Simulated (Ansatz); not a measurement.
Input for Ansatz (plane-wave DFT, PAW):

```yaml
crystal:
  lattice:
    - [-0.0015527928, 3.546145372, 3.6391323815]
    - [3.7180359216, -0.1169650189, 3.7545446077]
    - [3.6301045165, 3.5736261931, -0.0290336138]
  atoms:
    - { symbol: Sn, position: [0.0317406164, 0.0225939356, 0.0028218189] }
    - { symbol: Te, position: [0.7182593836, 0.7274060644, 0.7471781811] }
basis:
  ecutwfc: 420
kpoints:
  mp_grid: { grid: [8, 8, 8] }
hamiltonian:
  xc: pbe
scf:
  occupations: { method: gaussian, width: 0.05 }
output:
  forces: true
  stress: true
  eigenvalues: true
  write_density: true
  write_potential: true
  elf: true
  volumetric_format: npy
```

Launched with
```bash
ansatz run input.yaml --threads 1 --pin off --max-ram 1331MiB --backend cpu --events-out ev --progress --plain --runs-dir out
```

All numbers below come from DFT PBE, scalar-relativistic, plane waves, PAW in Ansatz.

Part of what the program printed, abridged (final results; tables in files aren't shown):

```
SCF 1 converged in 7 iterations: F = -13004.052798 eV  dr2 = 4.69e-8
SCF converged after 7 iterations
Free energy (F): -13004.052798 eV
Harris-Foulkes:  -13004.052798 eV  (|F-HF|=1.75e-8)
Internal energy: -13004.052793 eV  (E = F + TS)
E sigma→0 (E₀):  -13004.052795 eV
Entropy (-TS):   -0.000005 eV (-0.003 meV/atom)
Fermi energy:    4.566545 eV
--- Per-component energies (eV) ---
  E_band       = -496.923465
  E_kinetic    = 363.538353
  E_local      = -3096.933508  (includes V_loc(G=0)·N_el)
  E_nonlocal   = -343.298803
  E_hartree    = 1753.577011
  E_xc         = -506.066987
  E_vxc        = -198.468013  (∫ρ·V_xc dr)
  E_paw        = -8794.691334  (= ΣΔE_a)
  E_vpaw       = -728.926070  (= ΣTr[D̂ρ^β])
  E_aug_tail   = -0.000185  (compensation charges beyond the density's cutoff)
  E_ewald      = -2380.177339
  E_smearing   = -0.000005  (= −TS)
--- Forces (eV/Å), atoms counted from 1 ---
  atom   1  Sn     0.07258583    -0.30943842    -0.61412857
  atom   2  Te    -0.07257500     0.30941808     0.61410201
--- Stress (GPa, compression-positive) ---
       -0.364801      -1.400846      -0.956289
       -1.400846      -0.352327      -0.465079
       -0.956289      -0.465079      -0.831136
  P = ⅓ Tr σ = -0.5161 GPa (-5.161 kbar)
--- Band table (eV; the first three rows and the last of 260) ---
  k-point 0: bands = ["-32.0654", "-32.0605", "-32.0276", "-32.0104", "-32.0046", "-17.3942", "-17.3810", "-17.3628", "-17.3331", "-17.3249", "-6.8621", "-0.8081", "1.9408", "2.5347", "3.3371", "5.3442", "5.5298", "6.3060", "8.5122"]
  k-point 1: bands = ["-32.0654", "-32.0605", "-32.0276", "-32.0104", "-32.0046", "-17.3939", "-17.3810", "-17.3628", "-17.3330", "-17.3249", "-6.8038", "-1.0833", "1.8722", "2.6258", "3.2867", "5.2115", "5.7727", "6.4829", "8.9170"]
  k-point 2: bands = ["-32.0654", "-32.0605", "-32.0276", "-32.0104", "-32.0045", "-17.3933", "-17.3810", "-17.3630", "-17.3328", "-17.3249", "-6.6508", "-1.6648", "1.7216", "2.6596", "3.1700", "5.2189", "6.2634", "6.9535", "9.5957"]
  k-point 259: bands = ["-32.0654", "-32.0605", "-32.0275", "-32.0103", "-32.0045", "-17.3949", "-17.3800", "-17.3616", "-17.3331", "-17.3252", "-6.5360", "-1.5327", "1.6440", "1.7689", "2.2552", "5.6612", "6.5969", "7.2412", "10.0047"]
```

Self-consistency was reached.